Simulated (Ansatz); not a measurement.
## WC (F-43m)

All numbers below come from Ansatz, DFT PBE, scalar-relativistic, plane waves, PAW.

Settings: cutoff 420 eV, Γ-centred mesh 20×20×20 on the computed 2-atom cell, Gaussian smearing of 0.10 eV; no spin polarisation.

The structure is relaxed at this level of theory with its symmetry kept, and needn't be the ground state of this composition.

Space group F-43m (No. 216), cubic, a = 4.698 Å. Around W lie 4 C at 2.03 Å; C is surrounded by 4 W at 2.03 Å.

| Quantity | Value |
| --- | --- |
| Volume per atom | 12.96 Å³ |
| Formation energy from the elements' standard states (uncorrected) | +0.534 eV/atom |
| Kohn–Sham band gap | none (metal) |
| Density of states at the Fermi level | 1.1 states/eV per cell |
| Orbital (Löwdin) character within 0.5 eV of the Fermi level | W 5d 90 % |
| Bader charge by site (e) | W (1 in the cell) 1.53, C (1 in the cell) -1.53 |

Spin-orbit coupling is left out, which matters for the bands of heavy elements.

The cell was found from a structure generator's guess, not taken from experiment. Löwdin shares on free-atom orbitals overweight diffuse shells.
